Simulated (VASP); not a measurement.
A run of VASP 6.6.1 is set up as follows.

INCAR

```
SYSTEM = MnSi
PREC = Accurate ; ENCUT = 600
EDIFF = 1E-7 ; ISMEAR = 1
SIGMA = 0.1 ; LREAL = .FALSE.
LASPH = .TRUE. ; NELM = 150
ALGO = Normal ; ISIF = 3
LWAVE = .FALSE. ; LCHARG = .FALSE.
ISPIN = 2 ; MAGMOM = 3.5 3.5 3.5 3.5 -3.5 -3.5 -3.5 -3.5 0 0 0 0 0 0 0 0
LORBIT = 11 ; LMAXMIX = 4
GGA = PE ; IBRION = 2
NSW = 90 ; EDIFFG = -0.005
AMIX = 0.2 ; BMIX = 1E-4
AMIX_MAG = 0.8 ; BMIX_MAG = 1E-4
KPAR = 8
```

The input KPOINTS:

```
regular mesh
0
G
  8 8 8
  0 0 0
```

The input POSCAR:

```
MnSi                                    
1.0
    0.0175780935      4.5196903701      4.5196900214
    4.5196900214      0.0175780935      4.5196903701
    4.5196903701      4.5196900214      0.0175780935
  Mn              Si            
     8     8
Direct
     0.0669535746137661    0.0669535746137661    0.0669535746137661
     0.5668537434958221    0.0718510516591134    0.2940848096800430
     0.2940848096800430    0.5668537434958221    0.0718510516591134
     0.0718510516591134    0.2940848096800430    0.5668537434958221
     0.5669535746137661    0.5669535746137661    0.5669535746137661
     0.0668537434958219    0.5718510516591135    0.7940848096800428
     0.7940848096800428    0.0668537434958219    0.5718510516591135
     0.5718510516591135    0.7940848096800428    0.0668537434958219
     0.4236278402490981    0.4236278402490981    0.4236278402490981
     0.9236536615621629    0.4208972854880286    0.2320780332519804
     0.2320780332519804    0.9236536615621629    0.4208972854880286
     0.4208972854880286    0.2320780332519804    0.9236536615621629
     0.9236278402490982    0.9236278402490982    0.9236278402490982
     0.4236536615621627    0.9208972854880285    0.7320780332519804
     0.7320780332519804    0.4236536615621627    0.9208972854880285
     0.9208972854880285    0.7320780332519804    0.4236536615621627
```

Potentials or basis: VASP PAW PBE potentials, release 64 (Mn_pv, Si).

The run is started by

```bash
$ cat potpaw_PBE.64/Mn_pv/POTCAR potpaw_PBE.64/Si/POTCAR > POTCAR
$ mpirun -np 8 vasp_std > vasp.out
```

Task: Estimate the site moments.

Result: Mn +0.83, +0.80, -0.83, -0.80; Si +0.01, -0.01 μB.

Task: Predict the net moment.

Result: 0.00 μB per cell.

Task: What does it give for the band gap on the k mesh?

Result: None (metal or under the smearing width).

Final structure:
```
CELL_PARAMETERS angstrom
0.01758 4.51969 4.51969
4.51969 0.01758 4.51969
4.51969 4.51969 0.01758
ATOMIC_POSITIONS crystal
Mn 0.06695 0.06695 0.06695
Mn 0.56685 0.07185 0.29408
Mn 0.29408 0.56685 0.07185
Mn 0.07185 0.29408 0.56685
Mn 0.56695 0.56695 0.56695
Mn 0.06685 0.57185 0.79408
Mn 0.79408 0.06685 0.57185
Mn 0.57185 0.79408 0.06685
Si 0.42363 0.42363 0.42363
Si 0.92365 0.42090 0.23208
Si 0.23208 0.92365 0.42090
Si 0.42090 0.23208 0.92365
Si 0.92363 0.92363 0.92363
Si 0.42365 0.92090 0.73208
Si 0.73208 0.42365 0.92090
Si 0.92090 0.73208 0.42365
```

Caveat: the relaxation stopped at its first step, so nothing moved.
